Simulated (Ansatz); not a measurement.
# Dielectric response of BaS (001) films, part 3 of 3

Aim: the electronic and static ε of rocksalt BaS (001) from films of three thicknesses in a field.

Ansatz 0.2.0; plane-wave DFT, PBE, Ansatz PAW (the session's first sound run).

So far. Step 24 (Relaxing in the field, 16 atoms, units 8, field 0.05 …): The dipole is 0.141 e·Å, and the gap on the mesh 2.043 eV. Step 25 (Field on, atoms free, 16 atoms, units 8, field -0.05 …): The dipole is -0.141 e·Å, and the gap on the mesh 2.043 eV.

## Step 26: Response with the atoms relaxed, 16 atoms, units 8

This step: plane-wave DFT, PBE, Ansatz PAW; response to a field along the normal, atoms relaxed (Ansatz 0.2.0).

Local field over the applied field, running mean. From the potentials at -0.05 and 0.05 V/Å; running mean over 3.195 Å, taken twice. The local field over applied field by z:

```
z (Å)  local field over applied field
    5                           0.949
    6                           0.802
    7                           0.547
    8                           0.251
    9                          0.0630
   10                        -0.00531
   11                          0.0404
   12                          0.0746
   13                          0.0992
   14                          0.0773
   15                          0.0576
   16                          0.0487
   17                          0.0540
   18                          0.0625
   19                          0.0661
   20                          0.0678
   21                          0.0672
   22                          0.0639
   23                          0.0574
   24                          0.0488
   25                          0.0540
   26                          0.0671
   27                          0.0935
   28                          0.0841
   29                          0.0594
   30                         0.00847
   31                          0.0225
   32                           0.166
   33                           0.436
   34                           0.724
   35                           0.907
```

The induced dipole is that of a conductor 24.92 Å thick.

## Step 27: Electronic ε from the series

This step: plane-wave DFT, PBE, Ansatz PAW; permittivity from the thickness series, atoms held (Ansatz 0.2.0).

Each added layer adds t(1 − 1/ε) to the dipole term, so the slope against thickness gives ε without a choice of where the film ends.

Numbers from this step:

```yaml
slope: 0.7903
intercept_of_the_fit: 3.119 Å
eps_of_the_interior: 4.770
```

Table of equivalent conductor thickness by distance between the outer atoms:

```
distance between the outer atoms (Å)  equivalent conductor thickness (Å)
                                6.34                                8.13
                               12.77                                13.2
                               22.44                                20.9
```

By hand, from the thinnest and the thickest film: slope = (20.851 − 8.130) / (22.439 − 6.344) = 0.790, so ε = 1/(1 − 0.790) = 4.77.

## Step 28: Static ε from the series

This step: plane-wave DFT, PBE, Ansatz PAW; permittivity from the thickness series, atoms relaxed (Ansatz 0.2.0).

The same fit for the relaxed films. The nearer its slope lies to 1, the more ε hangs on small errors.

Numbers from this step:

```
slope                : 0.9322
intercept of the fit : 3.990 Å
ε of the interior    : 14.75
```

Equivalent conductor thickness against distance between the outer atoms:

```
distance between the outer atoms (Å)  equivalent conductor thickness (Å)
                                6.34                                9.92
                               12.78                                15.9
                               22.44                                24.9
```

By hand, from the thinnest and the thickest film: slope = (24.923 − 9.924) / (22.440 − 6.344) = 0.932, so ε = 1/(1 − 0.932) = 14.7. One nm of such a film has the capacitance of 3.9/14.7 = 0.27 nm of SiO₂ (its equivalent oxide thickness).

## Step 29: The bulk crystal

This step: plane-wave DFT, PBE, Ansatz PAW (Ansatz 0.2.0).

System of this step: rocksalt BaS. The structure is cubic, space group Fm-3m (No. 225). The conventional cell has a = 6.390 Å, b = 6.390 Å, c = 6.390 Å, α = 90.00°, β = 90.00°, γ = 90.00°. Ba has 6 S at 3.19 Å nearest. Nearest to S lie 6 Ba at 3.19 Å. Farther neighbours and most contacts between anions are not listed.

Band edges are better read in the bulk than in a thin slab, where confinement and surface states shift them. The bulk run gives them against its mean potential.

The input, input.yaml:

```yaml
crystal:
  lattice:
    - [0.0, 3.195, 3.195]
    - [3.195, 0.0, 3.195]
    - [3.195, 3.195, 0.0]
  atoms:
    - { symbol: Ba, position: [0.0, 0.0, 0.0] }
    - { symbol: S, position: [0.5, 0.5, 0.5] }
kpoints:
  mp_grid: { grid: [8, 8, 8] }
  band_path: { path: [VBM, CBM], npoints: 1 }
hamiltonian:
  xc: pbe
scf:
  occupations: { method: fixed }
  convergence: { dr2_threshold: 1.0e-09 }
output:
  eigenvalues: true
checkpoint:
  write: bulk.run
  compress: false
  write_wavefunctions: false
```

Launch:

```sh
> ansatz run input.yaml --threads 4 --pin off --max-ram 8192MiB --backend cpu --events-out ev --progress --plain --runs-dir out
```

The job ended after 0.87 s (4 threads of Arm Neoverse V2, shared host; peak memory 0.32 GiB).

This step gave:

```yaml
gap_on_the_k_mesh: 2.208 eV
gap_along_the_path: 2.208 eV
smallest_direct_gap_along_the_path: 2.313 eV
gap_the_smaller_of_path_and_mesh: 2.208 eV
```

The gap is 2.21 eV.

## Step 30: Band edges against the vacuum, levels PBE

This step: plane-wave DFT, PBE, Ansatz PAW; band edges against the vacuum, bulk levels by PBE (Ansatz 0.2.0).

System of this step: BaS (001), 8 units. The cell holds 16 atoms: 8 Ba and 8 S. Its edges and angles: a = 4.518 Å, b = 4.518 Å, c = 40.365 Å, α = 90.0°, β = 90.0°, γ = 90.0°. It derives from BaS (rocksalt BaS). Vacuum lies along c.

The averaged potential in the middle of the thickest slab ties the bulk's levels to the vacuum level.

The input, align.yaml:

```yaml
surface:
  bulk: { run: bulk.run }
  slab: { run: end8.run, axis: 3 }
  face: plus
  period: 3.195
```

Launch:

```sh
> ansatz align-bands align.yaml -- --threads 4 --pin off
```

Elapsed: 0.05 s, on 4 threads.

Numbers from this step:

- ionisation energy: 4.363 eV
- electron affinity: 2.156 eV
- slab level shift: 0.1383 eV

Check by hand: ionisation energy less affinity, 4.36 − (2.16) = 2.21 eV, is the bulk gap at this level.

The program warns that the averaged potential varies by 0.10 eV in the slab's middle, which these edges carry as an error.

## Step 31: The bulk with HSE06, k-mesh 6×6×6

This step: plane-wave DFT, HSE06, Ansatz PAW (Ansatz 0.2.0).

System of this step: rocksalt BaS. It takes space group Fm-3m (No. 225, cubic). Conventional cell: a = 6.390 Å, b = 6.390 Å, c = 6.390 Å, α = 90.00°, β = 90.00°, γ = 90.00°. Nearest to Ba lie 6 S at 3.19 Å. S has 6 Ba at 3.19 Å nearest. Farther neighbours and most contacts between anions are not listed.

A hybrid functional removes part of the gap error, and is affordable in the small bulk cell.

input.yaml, the sections that differ from step 29:

```yaml
kpoints:
  mp_grid: { grid: [6, 6, 6] }
hamiltonian:
  xc: hse06
scf:
  occupations: { method: fixed }
  convergence: { dr2_threshold: 1.0e-08 }
checkpoint:
  write: bulk-hse.run
  compress: false
  write_wavefunctions: false
# crystal, output: as in step 29
```

Launch:

```sh
> ansatz run input.yaml --threads 4 --pin off --max-ram 8192MiB --backend cpu --events-out ev --progress --plain --runs-dir out
```

It took 7.5 s on 4 threads; peak memory 1.9 GiB; 25 s of CPU time.

Numbers from this step:

- gap on the k-mesh: 3.115 eV

The gap is 3.12 eV.

## Step 32: Band edges against the vacuum, levels HSE06

This step: plane-wave DFT, PBE, Ansatz PAW; band edges against the vacuum, bulk levels by HSE06 (Ansatz 0.2.0).

System of this step: BaS (001), 8 units. The cell holds 16 atoms: 8 Ba and 8 S. Cell: a = 4.518 Å, b = 4.518 Å, c = 40.365 Å, α = 90.0°, β = 90.0°, γ = 90.0°. It derives from BaS (rocksalt BaS). Vacuum lies along c.

The same line-up with the hybrid's levels.

The input, align.yaml:

```yaml
surface:
  bulk: { run: bulk.run, levels_from: { run: bulk-hse.run } }
  slab: { run: end8.run, axis: 3 }
  face: plus
  period: 3.195
```

Launch:

```sh
> ansatz align-bands align.yaml -- --threads 4 --pin off
```

The job ended after 0.06 s (4 threads).

This step gave:

* ionisation energy: 5.011 eV
* electron affinity: 1.896 eV

Check by hand: ionisation energy less affinity, 5.01 − (1.90) = 3.12 eV, is the bulk gap at this level.

The program warns that the averaged potential varies by 0.10 eV in the slab's middle, which these edges carry as an error.

## Step 33: Varying the input

This step: plane-wave DFT, PBE, Ansatz PAW (Ansatz 0.2.0).

System of this step: BaS (001), 3 units. The cell holds 6 atoms: 3 Ba and 3 S. Cell: a = 4.518 Å, b = 4.518 Å, c = 24.390 Å, α = 90.0°, β = 90.0°, γ = 90.0°. It derives from BaS (rocksalt BaS). Vacuum lies along c.

A run with a changed input: it repeats the earlier run at 0.1 V/Å, 3 units with scf.mixing.algorithm to anderson, scf.mixing.beta to 0.2 and scf.mixing.ndim to 16.

The input, input.yaml:

```yaml
crystal:
  lattice:
    - [4.51841233, 0.0, 0.0]
    - [0.0, 4.51841233, 0.0]
    - [0.0, 0.0, 24.39]
  atoms:
    - { symbol: Ba, position: [0.5, 0.5, 0.3705686081] }
    - { symbol: S, position: [0.0, 0.0, 0.3699436389] }
    - { symbol: Ba, position: [0.0, 0.0, 0.4999999974] }
    - { symbol: S, position: [0.5, 0.5, 0.5000000115] }
    - { symbol: Ba, position: [0.5, 0.5, 0.6294313795] }
    - { symbol: S, position: [0.0, 0.0, 0.6300563645] }
kpoints:
  mp_grid: { grid: [6, 6, 1] }
hamiltonian:
  xc: pbe
scf:
  occupations: { method: fixed }
  convergence: { dr2_threshold: 1.0e-10 }
  mixing: { algorithm: anderson, beta: 0.2, ndim: 16 }
efield:
  axis: 3
  dipole_correction: true
  ramp_position: 0.97
  ramp_width: 0.06
  amplitude: 0.1
output:
  write_potential: true
  write_density: true
  volumetric_format: npy
```

Launch:

```sh
> ansatz run input.yaml --threads 4 --pin off --max-ram 8192MiB --backend cpu --events-out ev --progress --plain --runs-dir out
```

The job ended after 5.3 s (4 threads; peak memory 0.77 GiB; 21 s of CPU time).

Numbers from this step:

| Property | Result |
| --- | --- |
| gap on the k-mesh | 2.160 eV |
| dipole along the normal | 0.09172 e·Å |

```
                     quantity  this run  earlier run  difference
dipole along the normal (e·Å)   0.09172      0.09172     -2.2e-6
       gap on the k-mesh (eV)     2.160        2.160      1.5e-6
```

Nothing in the table moves by 0.01 in its unit (for the dipole 0.5 % and 5e-5 e·Å). The run took 16 SCF cycles against 12.

## Step 34: A changed input

Another changed input: it repeats the earlier run at 0.1 V/Å, 3 units with efield.amplitude from 0.1 to -0.05 and efield.dipole_correction from true to false.

Changes to input.yaml since step 33:

```diff
@@ -19,9 +19,8 @@
   convergence: { dr2_threshold: 1.0e-10 }
-  mixing: { algorithm: anderson, beta: 0.2, ndim: 16 }
 efield:
   axis: 3
-  dipole_correction: true
+  dipole_correction: false
   ramp_position: 0.97
   ramp_width: 0.06
-  amplitude: 0.1
+  amplitude: -0.05
 output:
```

Wall time 4.1 s (4 threads); peak memory 0.76 GiB.

```
                     quantity  this run  earlier run  difference
dipole along the normal (e·Å)  -0.06879      0.09172       -0.16
       gap on the k-mesh (eV)     2.174        2.160       0.015
```

The applied field differs between the two, so the dipoles differ in any case.

With the dipole correction off, the periodic images add a field of their own to the typed one.

Besides the dipole, what moves beyond 0.01 in its unit (for the dipole 0.5 % and 5e-5 e·Å): gap on the k-mesh (+0.0145 eV).

These numbers are not those of the isolated slab.

## Step 35: Summary of results

| Quantity | Value |
| --- | --- |
| electronic ε from the thickness series | 4.77 |
| static ε from the thickness series | 14.8 |
| local electronic ε, middle of 8 units | 4.75 |
| ionisation energy, levels by PBE | 4.36 eV |
| electron affinity, levels by PBE | 2.16 eV |
| ionisation energy, levels by HSE06 | 5.01 eV |
| electron affinity, levels by HSE06 | 1.90 eV |

**Reading.** The films give an electronic ε of 4.77 and a static ε of 14.8. The slope of the series and the field inside the thickest film give 4.77 and 4.75, in agreement. Ions raise ε from 4.77 to 14.8. HSE06 levels deepen the valence edge by 0.65 eV on the same PBE surface dipole. The alignment warns that the averaged potential still varies by 0.10 eV in the slab's middle, which the band edges carry as an error. The in-plane lattice constants are held at typed bulk values. Semilocal functionals tend to overestimate the electronic ε a little.

[Logs are printed without paths, hosts, clocks, repeated set-up lines and the standing remarks that a program may print on its own settings, such as how far it seeks lower states.]

[Hosts, paths, dates, database ids (printed as entryN), source tags and the programs' standing remarks are cut or masked in the printed files.]

[Maps of the electrostatic potential energy from Ansatz leave out the sawtooth potential of an applied field or a dipole correction, so their vacuum need not be flat; planar profiles and work functions include it.]
